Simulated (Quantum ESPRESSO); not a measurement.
# HfB2 (P6/mmm) in Quantum ESPRESSO: further runs, part 2 of 3

Quantum ESPRESSO 7.5. The steps go on from the part before.

### 3 Hubbard U by linear response, LDA+U

pw.in reads:

```
&CONTROL
  calculation = 'scf'
  prefix = 'pwscf'
  outdir = './tmp'
  pseudo_dir = './pseudo'
  tprnfor = .true.
  tstress = .true.
  disk_io = 'low'
/
&SYSTEM
  ibrav = 0
  nat = 3
  ntyp = 2
  ecutwfc = 36
  ecutrho = 216
  nbnd = 18
  occupations = 'smearing'
  smearing = 'mv'
  degauss = 0.00999582
/
&ELECTRONS
  conv_thr = 6d-10
  electron_maxstep = 120
  mixing_beta = 0.3
/
ATOMIC_SPECIES
Hf   178.4900 Hf.LDA_PW-JTH.UPF
B     10.8100 B.LDA_PW-JTH.UPF
CELL_PARAMETERS angstrom
   3.1400000000    0.0000000000    0.0000000000
  -1.5700000000    2.7193197679    0.0000000000
   0.0000000000    0.0000000000    3.4800000000
ATOMIC_POSITIONS crystal
Hf     0.0000000000    0.0000000000    0.0000000000
B      0.6666666667    0.3333333333    0.5000000000
B      0.3333333333    0.6666666667    0.5000000000
K_POINTS automatic
8 8 6 0 0 0
HUBBARD {ortho-atomic}
U Hf-5d 4.5
```

scf2.in reads:

```
&CONTROL
  calculation = 'scf'
  prefix = 'pwscf'
  outdir = './tmp'
  pseudo_dir = './pseudo'
  tprnfor = .true.
  tstress = .true.
  disk_io = 'low'
/
&SYSTEM
  ibrav = 0
  nat = 3
  ntyp = 2
  ecutwfc = 36
  ecutrho = 216
  nbnd = 18
  occupations = 'smearing'
  smearing = 'mv'
  degauss = 0.00999582
/
&ELECTRONS
  conv_thr = 1d-13
  electron_maxstep = 120
  mixing_beta = 0.3
  startingpot = 'file'
  startingwfc = 'file'
/
ATOMIC_SPECIES
Hf   178.4900 Hf.LDA_PW-JTH.UPF
B     10.8100 B.LDA_PW-JTH.UPF
CELL_PARAMETERS angstrom
   3.1400000000    0.0000000000    0.0000000000
  -1.5700000000    2.7193197679    0.0000000000
   0.0000000000    0.0000000000    3.4800000000
ATOMIC_POSITIONS crystal
Hf     0.0000000000    0.0000000000    0.0000000000
B      0.6666666667    0.3333333333    0.5000000000
B      0.3333333333    0.6666666667    0.5000000000
K_POINTS automatic
8 8 6 0 0 0
HUBBARD {ortho-atomic}
U Hf-5d 4.5
```

hp.in reads:

```
&INPUTHP
  prefix = 'pwscf'
  outdir = './tmp'
  nq1 = 2
  nq2 = 2
  nq3 = 2
  conv_thr_chi = 1d-06
  niter_max = 80
  iverbosity = 1
  alpha_mix(1) = 0.15
/
```

Potentials or basis: JTH 2.0 LDA.

Launch:

```bash
$ OMP_NUM_THREADS=1 pw.x -in pw.in > pw.out
$ OMP_NUM_THREADS=1 pw.x -in scf2.in > scf2.out
$ OMP_NUM_THREADS=1 hp.x -in hp.in > hp.out
```

pw.out:

```text
This program is part of the open-source Quantum ESPRESSO suite
     for quantum simulation of materials; please cite
         "P. Giannozzi et al., J. Phys.:Condens. Matter 21 395502 (2009);
         "P. Giannozzi et al., J. Phys.:Condens. Matter 29 465901 (2017);
         "P. Giannozzi et al., J. Chem. Phys. 152 154105 (2020);
     in publications or presentations arising from this work. More details at

     file Hf.LDA_PW-JTH.UPF: wavefunction(s)  5S 5P 6P 5D 0D renormalized
     file B.LDA_PW-JTH.UPF: wavefunction(s)  2S 0S 2P 0P renormalized
     Message from routine setup:
     using ibrav=0 with symmetry is DISCOURAGED, use correct ibrav instead

     G-vector sticks info
     --------------------
     sticks:   dense  smooth     PW     G-vecs:    dense   smooth      PW
     Sum         517     349    121                10723     5833    1107

     Using Slab Decomposition

     bravais-lattice index     =            0
     lattice parameter (alat)  =       5.9337  a.u.
     unit-cell volume          =     200.5237 (a.u.)^3
     number of atoms/cell      =            3
     number of atomic types    =            2
     number of electrons       =        18.00
     number of Kohn-Sham states=           18
     kinetic-energy cutoff     =      36.0000  Ry
     charge density cutoff     =     216.0000  Ry
     scf convergence threshold =      6.0E-10
     mixing beta               =       0.3000
     number of iterations used =            8  plain     mixing
     Exchange-correlation= SLA PW NOGX NOGC
                           (   1   4   0   0   0   0   0)
     Hubbard projectors: ortho-atomic
     Hubbard parameters of DFT+U (Dudarev formulation) in eV:
     U(Hf-5d) =  4.5000

     Internal variables: lda_plus_u =T, lda_plus_u_kind = 0

     Internal variables: orbital_resolved =F, hub_pot_fix =F, apply_U = F

     celldm(1)=   5.933740  celldm(2)=   0.000000  celldm(3)=   0.000000
     celldm(4)=   0.000000  celldm(5)=   0.000000  celldm(6)=   0.000000

     crystal axes: (cart. coord. in units of alat)
               a(1) = (   1.000000   0.000000   0.000000 )
               a(2) = (  -0.500000   0.866025   0.000000 )
               a(3) = (   0.000000   0.000000   1.108280 )

     reciprocal axes: (cart. coord. in units 2 pi/alat)
               b(1) = (  1.000000  0.577350 -0.000000 )
               b(2) = (  0.000000  1.154701  0.000000 )
               b(3) = (  0.000000 -0.000000  0.902299 )

     PseudoPot. # 1 for Hf read from file:
     Hf.LDA_PW-JTH.UPF
     Pseudo is Projector augmented-wave + core cor, Zval = 12.0
     Generated using ATOMPAW code
     Shape of augmentation charge: SINC**2
     Using radial grid of 1119 points,  6 beta functions with:
                l(1) =   0
                l(2) =   0
                l(3) =   1
                l(4) =   1
                l(5) =   2
                l(6) =   2
     Q(r) pseudized with 0 coefficients

     PseudoPot. # 2 for B  read from file:
     B.LDA_PW-JTH.UPF
     Pseudo is Projector augmented-wave + core cor, Zval =  3.0
     Generated using ATOMPAW code
     Shape of augmentation charge: SINC**2
     Using radial grid of  906 points,  4 beta functions with:
                l(1) =   0
                l(2) =   0
                l(3) =   1
                l(4) =   1
     Q(r) pseudized with 0 coefficients

     atomic species   valence    mass     pseudopotential
     Hf               12.00   178.49000     Hf( 1.00)
     B                 3.00    10.81000     B ( 1.00)

     24 Sym. Ops., with inversion, found

   Cartesian axes

     site n.     atom                  positions (alat units)
         1        Hf     tau(   1) = (   0.0000000   0.0000000   0.0000000  )
         2        B      tau(   2) = (   0.5000000   0.2886751   0.5541401  )
         3        B      tau(   3) = (  -0.0000000   0.5773503   0.5541401  )

     number of k points=    40  Marzari-Vanderbilt smearing, width (Ry)=  0.0100
                       cart. coord. in units 2pi/alat
        k(    1) = (   0.0000000   0.0000000   0.0000000), wk =   0.0052083
        k(    2) = (   0.0000000   0.0000000   0.1503831), wk =   0.0104167
        k(    3) = (   0.0000000   0.0000000   0.3007663), wk =   0.0104167
        k(    4) = (   0.0000000   0.0000000  -0.4511494), wk =   0.0052083
        k(    5) = (   0.0000000   0.1443376   0.0000000), wk =   0.0312500
        k(    6) = (   0.0000000   0.1443376   0.1503831), wk =   0.0625000
[... 32 lines left out ...]
        k(   39) = (   0.2500000   0.5773503   0.3007663), wk =   0.0625000
        k(   40) = (   0.2500000   0.5773503  -0.4511494), wk =   0.0312500

     Dense  grid:    10723 G-vectors     FFT dimensions: (  27,  27,  32)

     Smooth grid:     5833 G-vectors     FFT dimensions: (  24,  24,  25)

     Check: negative core charge=   -0.000004

     Initial potential from superposition of free atoms

     starting charge      17.9980, renormalised to      18.0000

     STARTING HUBBARD OCCUPATIONS:

     =================== HUBBARD OCCUPATIONS ===================
     ------------------------ ATOM    1 ------------------------
     Tr[ns(  1)] =   2.00000
     eigenvalues:
       0.200  0.200  0.200  0.200  0.200
     eigenvectors (columns):
       1.000  0.000  0.000  0.000  0.000
       0.000  1.000  0.000  0.000  0.000
       0.000  0.000  1.000  0.000  0.000
       0.000  0.000  0.000  1.000  0.000
       0.000  0.000  0.000  0.000  1.000
     occupation matrix ns (before diag.):
       0.200  0.000  0.000  0.000  0.000
       0.000  0.200  0.000  0.000  0.000
       0.000  0.000  0.200  0.000  0.000
       0.000  0.000  0.000  0.200  0.000
       0.000  0.000  0.000  0.000  0.200

     Number of occupied Hubbard levels =    2.0000

     Atomic wfc used for Hubbard projectors are orthogonalized

     Starting wfcs are   34 randomized atomic wfcs

     Self-consistent Calculation

     iteration #  1     ecut=    36.00 Ry     beta= 0.30
     Davidson diagonalization with overlap
     ethr =  1.00E-02,  avg # of iterations =  2.2

     =================== HUBBARD OCCUPATIONS ===================
     ------------------------ ATOM    1 ------------------------
     Tr[ns(  1)] =   2.00433
     eigenvalues:
       0.189  0.189  0.194  0.215  0.215
     eigenvectors (columns):
       0.000 -0.000 -1.000  0.000 -0.000
       0.292 -0.956  0.000  0.000  0.000
       0.956  0.292  0.000  0.000 -0.000
       0.000  0.000 -0.000  0.630  0.776
       0.000  0.000 -0.000 -0.776  0.630
     occupation matrix ns (before diag.):
       0.194 -0.000 -0.000 -0.000 -0.000
      -0.000  0.189 -0.000  0.000  0.000
      -0.000 -0.000  0.189 -0.000 -0.000
      -0.000  0.000 -0.000  0.215  0.000
      -0.000  0.000 -0.000  0.000  0.215

     Number of occupied Hubbard levels =    2.0043

     total energy              =    -700.04026854 Ry
     estimated scf accuracy    <       0.43709884 Ry

     iteration #  2     ecut=    36.00 Ry     beta= 0.30
     Davidson diagonalization with overlap
     ethr =  2.43E-03,  avg # of iterations =  1.6
[... 53 lines left out ...]
     iteration # 10     ecut=    36.00 Ry     beta= 0.30
     Davidson diagonalization with overlap
     ethr =  7.30E-11,  avg # of iterations =  2.0

     End of self-consistent calculation

     =================== HUBBARD OCCUPATIONS ===================
     ------------------------ ATOM    1 ------------------------
     Tr[ns(  1)] =   2.59090
     eigenvalues:
       0.241  0.241  0.245  0.284  0.284
     eigenvectors (columns):
       0.000 -0.000 -1.000  0.000 -0.000
       0.292 -0.956  0.000  0.000  0.000
       0.956  0.292  0.000  0.000 -0.000
       0.000  0.000 -0.000  0.622  0.783
       0.000  0.000 -0.000 -0.783  0.622
     occupation matrix ns (before diag.):
       0.245 -0.000 -0.000 -0.000 -0.000
      -0.000  0.241 -0.000  0.000  0.000
      -0.000 -0.000  0.241 -0.000 -0.000
      -0.000  0.000 -0.000  0.284  0.000
      -0.000  0.000 -0.000  0.000  0.284

     Number of occupied Hubbard levels =    2.5909

          k = 0.0000 0.0000 0.0000 (   733 PWs)   bands (ev):

   -45.5584 -14.4048 -13.9051 -13.9051   3.1454  13.9833  14.0976  14.0976
    14.3953  21.4102  21.4102  21.4957  21.4957  21.7849  21.7849  21.8867
    24.5179  25.2267
[... 87 lines left out ...]
   -45.5023 -14.5240 -14.5062 -14.0281   6.5915  10.1579  11.6529  12.3411
    14.3485  20.5093  21.1365  21.9554  23.4533  24.9192  25.2320  27.8200
    29.3004  29.4419

          k = 0.0000-0.5774 0.0000 (   732 PWs)   bands (ev):

   -45.5065 -14.6538 -14.2761 -14.0797   7.2208   7.8844  12.9470  13.4092
    14.3821  18.8739  20.1492  22.5970  22.7206  22.9203  24.0382  27.9410
    30.5549  31.2821

          k = 0.0000-0.5774 0.1504 (   732 PWs)   bands (ev):

   -45.5038 -14.6387 -14.3319 -14.0729   7.6272   7.6405  13.0141  13.2922
    14.2531  18.2829  20.9250  22.7719  23.3075  23.7021  24.4670  28.0669
    28.7765  30.8781

          k = 0.0000-0.5774 0.3008 (   734 PWs)   bands (ev):

   -45.4976 -14.6217 -14.4443 -14.0592   7.1472   8.6414  12.3497  13.2655
    13.8089  18.8643  22.7823  23.1181  23.4679  24.0687  25.1452  27.3312
    28.8732  30.0811

          k = 0.0000-0.5774-0.4511 (   728 PWs)   bands (ev):

   -45.4955 -14.6127 -14.5013 -14.0524   6.8984   9.3835  12.0654  12.4030
    14.0265  20.8590  21.2087  23.3121  24.3068  24.3810  24.8587  27.6286
    28.0492  29.6765

          k = 0.1250 0.2165 0.0000 (   743 PWs)   bands (ev):
[... 115 lines left out ...]
   -45.5022 -14.4831 -14.4648 -14.2699   7.5590   8.6283  11.4055  13.5083
    13.8235  21.3910  22.5140  23.3010  23.8798  24.3148  24.8901  25.3799
    27.0085  29.0688

     the Fermi energy is    17.2388 ev

!    total energy              =    -700.08531018 Ry
     total all-electron energy =      -700.085310 Ry
     estimated scf accuracy    <          4.9E-11 Ry
     smearing contrib. (-TS)   =      -0.00000709 Ry
     internal energy E=F+TS    =    -700.08530309 Ry

     The total energy is F=E-TS. E is the sum of the following terms:
     one-electron contribution =      -2.63069230 Ry
     hartree contribution      =      11.25860311 Ry
     xc contribution           =     -31.30050803 Ry
     ewald contribution        =     -97.69983943 Ry
     Hubbard energy            =       0.31675607 Ry
     one-center paw contrib.   =    -580.02962252 Ry

     convergence has been achieved in  10 iterations

     Forces acting on atoms (cartesian axes, Ry/au):

     atom    1 type  1   force =     0.00000000   -0.00000000   -0.00000000
     atom    2 type  2   force =     0.00000000    0.00000000    0.00000000
     atom    3 type  2   force =    -0.00000000   -0.00000000   -0.00000000

     Total force =     0.000000     Total SCF correction =     0.000000

     Computing stress (Cartesian axis) and pressure

          total   stress  (Ry/bohr**3)                   (kbar)     P=      -96.86
  -0.00070260   0.00000000   0.00000000         -103.36        0.00        0.00
   0.00000000  -0.00070260   0.00000000            0.00     -103.36        0.00
  -0.00000000  -0.00000000  -0.00057006           -0.00       -0.00      -83.86

=------------------------------------------------------------------------------=
   JOB DONE.
=------------------------------------------------------------------------------=
```

Run time: 90 s. Hardware: 1 thread of Intel Xeon 6975P-C (Granite Rapids), shared host; peak memory 0.09 GiB.

What came out:

| Quantity | Value |
| --- | --- |
| Free energy | -9525.1459 eV |
| Pressure | -9.7 GPa |
| Band gap on the k mesh | none (metal or under the smearing width) |
| Hubbard U from linear response | 2.97 eV |

Eigenvalues of the final occupation matrices:
| site | spin | trace | eigenvalues |
| --- | --- | --- | --- |
| Hf 1 5d | each | 1.30 | 0.24 0.24 0.25 0.28 0.28 |

Hubbard U from linear response:
| site | manifold | U (eV) |
| --- | --- | --- |
| 1 | Hf-5d | 2.97 |
On the first site the bare response is -0.406 and the screened one -0.185 eV⁻¹.

Caveat: the k mesh is coarse; the cutoff is low for these files, which shifts pressure and relaxed volume; U without spin polarisation on a metal has little footing; the U is typed as a test and isn't derived for this compound. The run has no spin-orbit coupling, so splittings on Hf are missing.

(Continued in part 3 of 3.)
